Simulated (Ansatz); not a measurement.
**Rhodium, A15 under r²SCAN: structure and ground-state energy**

What does r²SCAN give for rhodium in the A15 structure? We relax it, then solve it on a dense k-mesh. Spin polarisation is left out. The k-meshes are 6×6×6 for the relaxation; 7×7×7 for the dense run.

Program: Ansatz 0.2.0. Level of theory: DFT r2SCAN, plane waves (500 eV) with PAW, scalar-relativistic; PBE-made PAW files. These are calculated values, not measurements.

## (1) The starting structure

Symmetry: Pm-3n, No. 223, cubic system. The conventional cell has a = 4.792 Å, b = 4.792 Å, c = 4.792 Å, α = 90.00°, β = 90.00°, γ = 90.00°. Around Rh (site symmetry m-3) lie 12 Rh at 2.68 Å. Rh (site symmetry -4m2) has 6 Rh at 2.40 to 2.68 Å as nearest neighbours.

Coordinates:

```
Rh
1.0
     4.79161    0.00000    0.00000
     0.00000    4.79161    0.00000
     0.00000    0.00000    4.79161
Rh
8
Direct
  0.00000 0.00000 0.00000
  0.50000 0.50000 0.50000
  0.25000 0.00000 0.50000
  0.75000 0.00000 0.50000
  0.50000 0.25000 0.00000
  0.50000 0.75000 0.00000
  0.00000 0.50000 0.25000
  0.00000 0.50000 0.75000
```

## (2) Relaxing cell and atoms

The input, input.yaml:

```yaml
crystal:
  lattice:
    - [4.7916057449, 0.0, 0.0]
    - [0.0, 4.7916057449, 0.0]
    - [0.0, 0.0, 4.7916057449]
  atoms:
    - { symbol: Rh, position: [0.0, 0.0, 0.0] }
    - { symbol: Rh, position: [0.5, 0.5, 0.5] }
    - { symbol: Rh, position: [0.25, 0.0, 0.5] }
    - { symbol: Rh, position: [0.75, 0.0, 0.5] }
    - { symbol: Rh, position: [0.5, 0.25, 0.0] }
    - { symbol: Rh, position: [0.5, 0.75, 0.0] }
    - { symbol: Rh, position: [0.0, 0.5, 0.25] }
    - { symbol: Rh, position: [0.0, 0.5, 0.75] }
hamiltonian:
  xc: r2scan
  pseudopotentials:
    kind: paw
    azcp:
      Rh: "pseudopotentials/Rh.paw.azcp"
basis:
  ecutwfc: 500
  fft_grid_basis: typed
kpoints:
  mp_grid: { grid: [6, 6, 6], shift: [0, 0, 0] }
magnetization:
  spin_polarized: false
scf:
  occupations: { method: fermi_dirac, width: 0.1 }
relax:
  max_steps: 60
  f_tol: 0.01
  cell: {}
```

Output:

```text
Engine: ansatz 0.2.0, x86_64-unknown-linux-gnu
Pseudopotentials: kind: paw
Pseudopotential: Rh, paw, valence charge 17, recommended cutoff 500 eV (meta_gga), <dir>
Functional definition: r2SCAN
  parameter k0 = 0.174
  parameter k1 = 0.065
  parameter a1 = 4.9479
  exchange = r2scan_x(k0 = k0, k1 = k1, a1 = a1)
  correlation = r2scan_c
Crystal: 8 atoms, lattice volume = 110.013 Å³
Basis set: ecut = 500 eV, 2801 PW (Γ), exchange–correlation on 144×144×144 points (64 copies of the dense FFT grid, shifted against one another)
Bands: 82, of which v1, the nominal top of the filled ones, is band 68 counted from 1 (67 counted from 0)
Symmetry: 48 space group operations
Space group: Pm-3n (ITA 223), of the structure as read, at distance tolerance 4.8e-5 Å
k-points: 20 of 216
Non-local potential: Rh, projectors of the file, l = 0: 3, l = 1: 2, l = 2: 2, l = 3: 1
PAW form: soft (Blöchl's): semilocal exchange-correlation on the pseudo side does not see the compensation charge
PAW frozen core: Rh, regenerated for the run's functional (the file was generated under x = pbe(κ = 0.804, μ = 0.2195149727645171), c = pbe(β = 0.06672455060314922))
PAW one-centre angular grid: Rh, 590 points (default); XC on 160 Gauss nodes
Initial density: superposition of atomic densities (neutral atoms: chi_scale 0, normalization atom), corrected by the library's trained network
Initial wavefunctions: pseudopotential atomic-orbital guess
Functional: x = r2scan, c = r2scan; τ floored in thin density (d = 2e-4 eV/Å³)
SCF iter   1: F=—  HF=-51319.773051 eV  |F-HF|=—  |Δ(HF+E_count)|=         —  Δρ=1.71e-2  dr2=1.09e-1  dr2_τ=6.27e-2  ethr=1.77e-3  ⟨swp⟩=5.3  Hψ=5500  notcnv=0  defer=31
preconditioner: auto → Kerker (q_TF=auto, 2.826 Å⁻¹)  [metal: Δε(μ)=0.026 eV  Ē_g=6.792 eV  σ=0.100 eV  W_gap=0.06  n_scr=32 (ndim 8)  ℏωp=30.0 eV  f_vac=0.000  D(μ)=14.37/eV (n_scr^D=202)]
SCF iter   2: F=—  HF=-51319.826542 eV  |F-HF|=—  |Δ(HF+E_count)|=   5.35e-2  Δρ=9.38e-3  dr2=5.63e-2  dr2_τ=7.03e-3  ethr=8.03e-5  ⟨swp⟩=2.2  Hψ=2311  notcnv=0  defer=37
SCF iter   3: F=—  HF=-51319.828950 eV  |F-HF|=—  |Δ(HF+E_count)|=   2.41e-3  Δρ=6.98e-3  dr2=6.54e-2  dr2_τ=6.21e-3  ethr=4.14e-5  ⟨swp⟩=2.3  Hψ=2092  notcnv=0  defer=37
SCF iter   4: F=—  HF=-51319.825531 eV  |F-HF|=—  |Δ(HF+E_count)|=   3.42e-3  Δρ=1.38e-3  dr2=6.81e-4  dr2_τ=1.32e-4  ethr=4.14e-5  ⟨swp⟩=1.0  Hψ=1597  notcnv=0  defer=37
SCF iter   5: F=—  HF=-51319.825922 eV  |F-HF|=—  |Δ(HF+E_count)|=   3.91e-4  Δρ=3.89e-4  dr2=1.66e-4  dr2_τ=1.01e-5  ethr=5.01e-7  ⟨swp⟩=2.2  Hψ=2499  notcnv=0  defer=37
SCF iter   6: F=—  HF=-51319.825962 eV  |F-HF|=—  |Δ(HF+E_count)|=   3.95e-5  Δρ=1.85e-4  dr2=2.62e-5  dr2_τ=1.40e-6  ethr=1.22e-7  ⟨swp⟩=2.2  Hψ=2552  notcnv=0  defer=37
SCF iter   7: F=—  HF=-51319.825982 eV  |F-HF|=—  |Δ(HF+E_count)|=   2.06e-5  Δρ=5.91e-5  dr2=4.65e-6  dr2_τ=2.97e-7  ethr=1.93e-8  ⟨swp⟩=2.0  Hψ=2627  notcnv=0  defer=37
SCF iter   8: F=—  HF=-51319.825982 eV  |F-HF|=—  |Δ(HF+E_count)|=   3.65e-7  Δρ=1.57e-5  dr2=2.28e-7  dr2_τ=5.63e-9  ethr=3.42e-9  ⟨swp⟩=1.0  Hψ=1597  notcnv=0  defer=37
SCF iter   9: F=-51319.825983 eV  HF=-51319.825983 eV  |F-HF|=1.89e-10  |Δ(HF+E_count)|=   2.89e-8  Δρ=2.55e-6  dr2=4.64e-9  dr2_τ=4.58e-10  ethr=7.35e-11  ⟨swp⟩=4.0  Hψ=5230  notcnv=0
SCF 1 converged in 9 iterations: F = -51319.825983 eV  dr2 = 4.64e-9
relax step   1: F+E_penalty+E_count = -51319.82598250 eV  Δ(F+E_penalty+E_count) = +0.000e0 eV  max|allowed force component| = 1.395e-17 eV/Å  Δτ_max = 0.0000 Å  P = +9.233 GPa  Ω = 110.013 Å³  (9 SCF iters, dr2 threshold 1.00e-7 eV, accepted)
Crystal: 8 atoms, lattice volume = 116.907 Å³
Basis set: ecut = 500 eV, 2945 PW (Γ), exchange–correlation on 144×144×144 points (64 copies of the dense FFT grid, shifted against one another)
Initial density: handed on by an earlier stage of this run
Initial wavefunctions: those handed on with the density
iter 1 solved again at ethr=1.20e-4 eV; its pass at ethr=3.10e-3 eV (dr2=1.63e-1 eV) is discarded
SCF iter   1: F=—  HF=-51318.897363 eV  |F-HF|=—  |Δ(HF+E_count)|=         —  Δρ=1.19e-2  dr2=1.67e-1  dr2_τ=9.25e-1  ethr=1.20e-4  ⟨swp⟩=1.9  Hψ=6633  notcnv=0
preconditioner: auto → Kerker (q_TF=auto, 2.798 Å⁻¹)  [metal: Δε(μ)=0.015 eV  Ē_g=6.267 eV  σ=0.100 eV  W_gap=0.04  n_scr=32 (ndim 8)  ℏωp=29.1 eV  f_vac=0.000  D(μ)=16.15/eV (n_scr^D=250)]
SCF iter   2: F=—  HF=-51319.857148 eV  |F-HF|=—  |Δ(HF+E_count)|=   9.60e-1  Δρ=4.71e-3  dr2=2.09e-2  dr2_τ=7.75e-3  ethr=1.20e-4  ⟨swp⟩=2.0  Hψ=3215  notcnv=0
SCF iter   3: F=—  HF=-51319.857812 eV  |F-HF|=—  |Δ(HF+E_count)|=   6.63e-4  Δρ=2.42e-3  dr2=4.63e-3  dr2_τ=8.92e-4  ethr=1.54e-5  ⟨swp⟩=1.1  Hψ=1941  notcnv=0
SCF iter   4: F=—  HF=-51319.858362 eV  |F-HF|=—  |Δ(HF+E_count)|=   5.51e-4  Δρ=1.70e-3  dr2=3.21e-3  dr2_τ=4.55e-4  ethr=3.40e-6  ⟨swp⟩=1.6  Hψ=1759  notcnv=0
SCF iter   5: F=—  HF=-51319.858709 eV  |F-HF|=—  |Δ(HF+E_count)|=   3.47e-4  Δρ=4.10e-4  dr2=1.84e-4  dr2_τ=9.69e-6  ethr=2.36e-6  ⟨swp⟩=2.5  Hψ=2627  notcnv=0
SCF iter   6: F=—  HF=-51319.858743 eV  |F-HF|=—  |Δ(HF+E_count)|=   3.38e-5  Δρ=1.78e-4  dr2=3.95e-5  dr2_τ=1.49e-6  ethr=1.35e-7  ⟨swp⟩=3.0  Hψ=3157  notcnv=0
SCF iter   7: F=—  HF=-51319.858742 eV  |F-HF|=—  |Δ(HF+E_count)|=   7.31e-7  Δρ=9.32e-5  dr2=1.03e-5  dr2_τ=4.11e-7  ethr=2.90e-8  ⟨swp⟩=2.9  Hψ=2396  notcnv=0
SCF iter   8: F=—  HF=-51319.858740 eV  |F-HF|=—  |Δ(HF+E_count)|=   2.04e-6  Δρ=3.02e-5  dr2=1.05e-6  dr2_τ=4.46e-8  ethr=7.58e-9  ⟨swp⟩=2.0  Hψ=2246  notcnv=0
SCF iter   9: F=-51319.858740 eV  HF=-51319.858740 eV  |F-HF|=3.86e-10  |Δ(HF+E_count)|=   2.47e-7  Δρ=2.23e-6  dr2=2.12e-9  dr2_τ=4.04e-10  ethr=5.88e-10  ⟨swp⟩=3.9  Hψ=4766  notcnv=0
SCF 2 converged in 9 iterations: F = -51319.858740 eV  dr2 = 2.12e-9
relax step   2: F+E_penalty+E_count = -51319.85873998 eV  Δ(F+E_penalty+E_count) = -3.276e-2 eV  max|allowed force component| = 1.590e-17 eV/Å  Δτ_max = 0.0000 Å  P = -6.637 GPa  Ω = 116.907 Å³  energy of the carried Pulay correction = -1.874e-3 eV  (9 SCF iters, dr2 threshold 8.00e-7 eV, accepted)
Crystal: 8 atoms, lattice volume = 113.921 Å³
iter 1 solved again at ethr=1.67e-5 eV; its pass at ethr=3.10e-3 eV (dr2=2.27e-2 eV) is discarded
SCF iter   1: F=—  HF=-51319.755324 eV  |F-HF|=—  |Δ(HF+E_count)|=         —  Δρ=4.26e-3  dr2=2.05e-2  dr2_τ=1.62e-1  ethr=1.67e-5  ⟨swp⟩=1.0  Hψ=6461  notcnv=0
preconditioner: auto → Kerker (q_TF=auto, 2.810 Å⁻¹)  [metal: Δε(μ)=0.025 eV  Ē_g=6.524 eV  σ=0.100 eV  W_gap=0.06  n_scr=32 (ndim 8)  ℏωp=29.5 eV  f_vac=0.000  D(μ)=14.99/eV (n_scr^D=250)]
SCF iter   2: F=—  HF=-51319.926839 eV  |F-HF|=—  |Δ(HF+E_count)|=   1.72e-1  Δρ=1.33e-3  dr2=1.38e-3  dr2_τ=6.98e-4  ethr=1.50e-5  ⟨swp⟩=2.0  Hψ=2998  notcnv=0
SCF iter   3: F=—  HF=-51319.927245 eV  |F-HF|=—  |Δ(HF+E_count)|=   4.06e-4  Δρ=7.38e-4  dr2=4.04e-4  dr2_τ=8.73e-5  ethr=1.02e-6  ⟨swp⟩=2.4  Hψ=2354  notcnv=0
SCF iter   4: F=—  HF=-51319.927396 eV  |F-HF|=—  |Δ(HF+E_count)|=   1.51e-4  Δρ=5.74e-4  dr2=4.37e-4  dr2_τ=5.53e-5  ethr=2.97e-7  ⟨swp⟩=2.4  Hψ=2332  notcnv=0
SCF iter   5: F=—  HF=-51319.927444 eV  |F-HF|=—  |Δ(HF+E_count)|=   4.79e-5  Δρ=1.51e-4  dr2=2.39e-5  dr2_τ=1.04e-6  ethr=2.97e-7  ⟨swp⟩=1.0  Hψ=1640  notcnv=0
SCF iter   6: F=—  HF=-51319.927453 eV  |F-HF|=—  |Δ(HF+E_count)|=   8.95e-6  Δρ=5.85e-5  dr2=4.15e-6  dr2_τ=1.09e-7  ethr=1.76e-8  ⟨swp⟩=2.7  Hψ=2655  notcnv=0
SCF iter   7: F=-51319.927453 eV  HF=-51319.927453 eV  |F-HF|=3.97e-7  |Δ(HF+E_count)|=   2.93e-8  Δρ=2.31e-5  dr2=6.37e-7  dr2_τ=2.36e-8  ethr=5.88e-10  ⟨swp⟩=4.0  Hψ=5175  notcnv=0
SCF 3 converged in 7 iterations: F = -51319.927453 eV  dr2 = 6.37e-7
relax step   3: F+E_penalty+E_count = -51319.92745267 eV  Δ(F+E_penalty+E_count) = -6.871e-2 eV  max|allowed force component| = 2.439e-17 eV/Å  Δτ_max = 0.0000 Å  P = -0.485 GPa  Ω = 113.921 Å³  energy of the carried Pulay correction = -1.076e-3 eV  (7 SCF iters, dr2 threshold 8.00e-7 eV, accepted)
Crystal: 8 atoms, lattice volume = 113.704 Å³
iter 1 solved again at ethr=1.34e-7 eV; its pass at ethr=3.10e-3 eV (dr2=1.83e-4 eV) is discarded
SCF iter   1: F=—  HF=-51319.926888 eV  |F-HF|=—  |Δ(HF+E_count)|=         —  Δρ=3.51e-4  dr2=1.40e-4  dr2_τ=8.91e-4  ethr=1.34e-7  ⟨swp⟩=2.0  Hψ=6281  notcnv=0
preconditioner: auto → Kerker (q_TF=auto, 2.811 Å⁻¹)  [metal: Δε(μ)=0.028 eV  Ē_g=6.522 eV  σ=0.100 eV  W_gap=0.07  n_scr=32 (ndim 8)  ℏωp=29.5 eV  f_vac=0.000  D(μ)=15.06/eV (n_scr^D=250)]
SCF iter   2: F=—  HF=-51319.927834 eV  |F-HF|=—  |Δ(HF+E_count)|=   9.46e-4  Δρ=1.07e-4  dr2=8.78e-6  dr2_τ=4.90e-6  ethr=1.03e-7  ⟨swp⟩=2.0  Hψ=2972  notcnv=0
SCF iter   3: F=—  HF=-51319.927837 eV  |F-HF|=—  |Δ(HF+E_count)|=   2.68e-6  Δρ=5.90e-5  dr2=2.46e-6  dr2_τ=5.35e-7  ethr=4.32e-10  ⟨swp⟩=4.0  Hψ=5288  notcnv=0
SCF iter   4: F=—  HF=-51319.927838 eV  |F-HF|=—  |Δ(HF+E_count)|=   1.10e-6  Δρ=4.96e-5  dr2=3.56e-6  dr2_τ=4.03e-7  ethr=1.81e-9  ⟨swp⟩=2.0  Hψ=2304  notcnv=0
SCF iter   5: F=-51319.927838 eV  HF=-51319.927838 eV  |F-HF|=7.80e-9  |Δ(HF+E_count)|=   2.34e-7  Δρ=1.14e-5  dr2=1.28e-7  dr2_τ=5.34e-9  ethr=4.32e-10  ⟨swp⟩=2.3  Hψ=5834  notcnv=0
SCF 4 converged in 5 iterations: F = -51319.927838 eV  dr2 = 1.28e-7
relax step   4: F+E_penalty+E_count = -51319.92783845 eV  Δ(F+E_penalty+E_count) = -3.858e-4 eV  max|allowed force component| = 3.899e-17 eV/Å  Δτ_max = 0.0000 Å  P = +0.004 GPa  Ω = 113.704 Å³  energy of the carried Pulay correction = -1.017e-3 eV  (5 SCF iters, dr2 threshold 5.88e-7 eV, accepted)
Initial wavefunctions: pseudopotential atomic-orbital guess (no wavefunctions were taken with the density)
iter 1 solved again at ethr=1.27e-7 eV; its pass at ethr=3.10e-3 eV (dr2=1.73e-4 eV) is discarded
SCF iter   1: F=—  HF=-51319.923004 eV  |F-HF|=—  |Δ(HF+E_count)|=         —  Δρ=1.04e-3  dr2=3.05e-5  dr2_τ=8.29e-6  ethr=1.27e-7  ⟨swp⟩=3.1  Hψ=9245  notcnv=0
preconditioner: auto → Kerker (q_TF=auto, 2.811 Å⁻¹)  [metal: Δε(μ)=0.029 eV  Ē_g=6.520 eV  σ=0.100 eV  W_gap=0.07  n_scr=32 (ndim 8)  ℏωp=29.5 eV  f_vac=0.000  D(μ)=15.07/eV (n_scr^D=250)]
SCF iter   2: F=—  HF=-51319.927084 eV  |F-HF|=—  |Δ(HF+E_count)|=   4.08e-3  Δρ=5.30e-4  dr2=9.59e-6  dr2_τ=1.55e-4  ethr=2.24e-8  ⟨swp⟩=2.0  Hψ=2356  notcnv=0
SCF iter   3: F=—  HF=-51319.928715 eV  |F-HF|=—  |Δ(HF+E_count)|=   1.63e-3  Δρ=2.06e-4  dr2=9.08e-6  dr2_τ=2.18e-5  ethr=7.05e-9  ⟨swp⟩=2.0  Hψ=2375  notcnv=0
SCF iter   4: F=—  HF=-51319.928959 eV  |F-HF|=—  |Δ(HF+E_count)|=   2.44e-4  Δρ=5.09e-5  dr2=8.65e-7  dr2_τ=1.22e-6  ethr=6.68e-9  ⟨swp⟩=2.0  Hψ=2190  notcnv=0
SCF iter   5: F=—  HF=-51319.928973 eV  |F-HF|=—  |Δ(HF+E_count)|=   1.42e-5  Δρ=1.30e-5  dr2=9.21e-8  dr2_τ=4.56e-8  ethr=6.36e-10  ⟨swp⟩=2.0  Hψ=2355  notcnv=0
SCF iter   6: F=—  HF=-51319.928974 eV  |F-HF|=—  |Δ(HF+E_count)|=   6.93e-7  Δρ=1.69e-6  dr2=1.64e-9  dr2_τ=6.37e-10  ethr=6.77e-11  ⟨swp⟩=2.0  Hψ=2599  notcnv=0
SCF iter   7: F=—  HF=-51319.928974 eV  |F-HF|=—  |Δ(HF+E_count)|=   7.37e-9  Δρ=5.15e-7  dr2=1.40e-10  dr2_τ=1.50e-11  ethr=1.21e-12  ⟨swp⟩=2.1  Hψ=2584  notcnv=0
SCF iter   8: F=-51319.928974 eV  HF=-51319.928974 eV  |F-HF|=2.18e-11  |Δ(HF+E_count)|=  9.46e-11  Δρ=2.03e-7  dr2=3.59e-11  dr2_τ=2.31e-12  ethr=1.00e-12  ⟨swp⟩=4.0  Hψ=5255  notcnv=0
SCF 5 converged in 8 iterations: F = -51319.928974 eV  dr2 = 3.59e-11
relax step   5: F+E_penalty+E_count = -51319.92897381 eV  Δ(F+E_penalty+E_count) = -1.135e-3 eV  max|allowed force component| = 3.131e-17 eV/Å  Δτ_max = 0.0000 Å  P = +0.016 GPa  Ω = 113.704 Å³  stress off target by 1.63e-2 GPa  SCF on the basis re-selected at this cell (its energy is not comparable with the rows above)  (8 SCF iters)
basis re-selected at this cell: Δ(F+E_penalty+E_count) = -1.135e-3 eV, ΔP = +0.012 GPa vs the last step (what re-selecting the basis moved, of the pressure what is left beyond the Pulay correction that the steps carried, after the strain that the cell walked since its last selection, with what the two solves' SCF thresholds leave and, on support functions, any second-order correction that the steps lacked; it is no measure of the basis error at this ecutwfc). This SCF's stress stands 1.63e-2 GPa from its target on what of the cell is left free (relax.cell.stress_tol is 5.00e-2 GPa) and its largest allowed force component is 3.13e-17 eV/Å (relax.f_tol is 1.00e-2 eV/Å): within both
SCF converged after 8 iterations
Free energy (F): -51319.928974 eV
Harris-Foulkes:  -51319.928974 eV  (|F-HF|=2.18e-11)
Internal energy: -51319.438903 eV  (E = F + TS)
E sigma→0 (E₀):  -51319.683938 eV
Entropy (-TS):   -0.490071 eV (-61.259 meV/atom)
Fermi energy:    21.303610 eV
--- Per-component energies (eV) ---
  E_band       = -921.548355
  E_kinetic    = 4585.051089
  E_local      = -12945.632823  (includes V_loc(G=0)·N_el)
  E_nonlocal   = 2850.820320
  E_hartree    = 4564.838067
  E_xc         = -1731.412094
  E_vxc        = -2508.393317  (∫ρ·V_xc dr)
  E_paw        = -28837.011613  (= ΣΔE_a)
  E_vpaw       = -2202.815858  (= ΣTr[D̂ρ^β])
  E_aug_tail   = 0.005078  (compensation charges beyond the density's cutoff)
  E_vtau       = 169.740754  (kinetic-family band-sum trace: ∫τ·v_τ [+ j·A + Jᵃ·Aᵃ] dr)
  E_ewald      = -19803.137252
  E_core_change = -2.959675  (= ΣΔE_core)
  E_smearing   = -0.490071  (= −TS)
  E_closure    = 0.000000  (closes the sum)
  Σ components = -51319.928974   (vs F -51319.928974, Δ=0.00e0)
--- Forces (eV/Å), atoms counted from 1 ---
  atom   1  Rh     0.00000000    -0.00000000    -0.00000000
  atom   2  Rh     0.00000000    -0.00000000     0.00000000
  atom   3  Rh     0.00000000     0.00000000     0.00000000
  atom   4  Rh    -0.00000000    -0.00000000     0.00000000
  atom   5  Rh     0.00000000    -0.00000000    -0.00000000
  atom   6  Rh    -0.00000000     0.00000000     0.00000000
  atom   7  Rh     0.00000000    -0.00000000    -0.00000000
  atom   8  Rh    -0.00000000    -0.00000000     0.00000000
  max |Σ_I F_I| component: 8.60e-18 eV/Å
--- Stress (GPa, compression-positive) ---
        0.016304       0.000000       0.000000
        0.000000       0.016304      -0.000000
        0.000000      -0.000000       0.016304
  P = ⅓ Tr σ = 0.0163 GPa (0.163 kbar)
--- Relaxed structure (4 steps of the walk, 4 accepted, 1 SCFs on fresh bases) ---
  F+E_penalty+E_count = -51319.92897381 eV   max|allowed force component| = 3.131e-17 eV/Å   (the final SCF, on the basis selected at the relaxed cell)
  cell:  # Å, volume = 113.7038 Å³
    - [4.844604537966574, -6.7407548053553255e-34, -2.5679065925163143e-34]
    - [-6.7407548053553255e-34, 4.844604537966574, -9.62964972193618e-35]
    - [2.5679065925163143e-34, -9.62964972193618e-35, 4.844604537966574]
  atoms:
    - { symbol: Rh, position: [-4.644794993673497e-37, 1.236431343386323e-36, 1.563529582377413e-36] }
    - { symbol: Rh, position: [0.5, 0.5, 0.5] }
    - { symbol: Rh, position: [0.25, -7.503633602455624e-36, 0.5] }
    - { symbol: Rh, position: [0.75, 1.9292254135694518e-35, 0.5] }
    - { symbol: Rh, position: [0.5, 0.25, 4.860679831407602e-36] }
    - { symbol: Rh, position: [0.5, 0.75, 4.8606798314076076e-36] }
    - { symbol: Rh, position: [-1.6269866407416855e-35, 0.5, 0.25] }
    - { symbol: Rh, position: [-6.221408505610546e-36, 0.5, 0.75] }
```

It took 2.2 min on 2 threads of an x86-64 CPU, shared host; peak memory 0.88 GiB.

Relaxation path:

| step | energy change (meV/atom) | largest force (eV/Å) | pressure (GPa) | volume (Å³/atom) |
| --- | --- | --- | --- | --- |
| 1 | 0.00 | 0.0000 | 9.23 | 13.752 |
| 2 | -4.09 | 0.0000 | -6.64 | 14.613 |
| 3 | -12.68 | 0.0000 | -0.48 | 14.240 |
| 4 | -12.73 | 0.0000 | 0.00 | 14.213 |
| 5 | -12.87 | 0.0000 | 0.02 | 14.213 |

Steps that repeat a cell are solved on a basis chosen anew, so their changes of energy are no gain of the relaxation.

Changes in the cell that was computed:

|  | before | after | change |
| --- | --- | --- | --- |
| a (Å) | 4.792 | 4.845 | +1.1 % |
| b (Å) | 4.792 | 4.845 | +1.1 % |
| c (Å) | 4.792 | 4.845 | +1.1 % |
| volume (Å³/atom) | 13.752 | 14.213 | +3.4 % |
| shortest distance (Å) | 2.396 | 2.422 | +1.1 % |
| space group (spins left aside) | Pm-3n | Pm-3n | same |

## (3) Dense single point

The input, input.yaml:

```yaml
crystal:
  lattice:
    - [4.844604538, 0.0, 0.0]
    - [0.0, 4.844604538, 0.0]
    - [0.0, 0.0, 4.844604538]
  atoms:
    - { symbol: Rh, position: [1.0, 0.0, 0.0] }
    - { symbol: Rh, position: [0.5, 0.5, 0.5] }
    - { symbol: Rh, position: [0.25, 1.0, 0.5] }
    - { symbol: Rh, position: [0.75, 0.0, 0.5] }
    - { symbol: Rh, position: [0.5, 0.25, 0.0] }
    - { symbol: Rh, position: [0.5, 0.75, 0.0] }
    - { symbol: Rh, position: [1.0, 0.5, 0.25] }
    - { symbol: Rh, position: [1.0, 0.5, 0.75] }
hamiltonian:
  xc: r2scan
  pseudopotentials:
    kind: paw
    azcp:
      Rh: "pseudopotentials/Rh.paw.azcp"
basis:
  ecutwfc: 500
  fft_grid_basis: typed
kpoints:
  mp_grid: { grid: [7, 7, 7], shift: [0, 0, 0] }
magnetization:
  spin_polarized: false
scf:
  occupations: { method: fermi_dirac, width: 0.1 }
```

Output, cut to the lines that bear on the results:

```text
[...]
[... 3 set-up lines as earlier in the session ...]
[...]
Crystal: 8 atoms, lattice volume = 113.704 Å³
Basis set: ecut = 500 eV, 2945 PW (Γ), exchange–correlation on 144×144×144 points (64 copies of the dense FFT grid, shifted against one another)
Bands: 82, of which v1, the nominal top of the filled ones, is band 68 counted from 1 (67 counted from 0)
[... 2 set-up lines as earlier in the session ...]
k-points: 20 of 343
[...]
SCF iter   1: F=—  HF=-51319.869616 eV  |F-HF|=—  |Δ(HF+E_count)|=         —  Δρ=1.65e-2  dr2=1.06e-1  dr2_τ=5.33e-2  ethr=1.77e-3  ⟨swp⟩=5.3  Hψ=5405  notcnv=0  defer=38
[...]
SCF iter   8: F=-51319.913021 eV  HF=-51319.913021 eV  |F-HF|=6.09e-9  |Δ(HF+E_count)|=   4.06e-7  Δρ=1.10e-5  dr2=9.46e-8  dr2_τ=3.06e-9  ethr=7.35e-11  ⟨swp⟩=2.0  Hψ=4292  notcnv=0
[...]
SCF converged after 8 iterations
Free energy (F): -51319.913021 eV
[...]
E sigma→0 (E₀):  -51319.660284 eV
Entropy (-TS):   -0.505473 eV (-63.184 meV/atom)
Fermi energy:    21.308015 eV
[...]
```

Run time: 21 s. Hardware: 2 threads of an x86-64 CPU, shared host; peak memory 0.84 GiB.

## (4) Summary of results

| quantity | value |
| --- | --- |
| space group (spins left aside) | Pm-3n (No. 223) |
| conventional cell | a = 4.845 Å |
| volume | 14.213 Å³/atom |
| shortest distance | 2.422 Å |
| gap on the mesh | none (levels filled in part) |
| relative to fcc | +316 meV/atom |

**Reading.** From the guessed start the volume grew by 3.4 % in 5 steps. Against the reference form of rhodium (fcc, computed apart with the same settings) it stands 316 meV/atom higher, so it is far from stable. Levels at the Fermi energy are filled in part, as in a metal. Relaxation kept the symmetry; phonons were not checked.
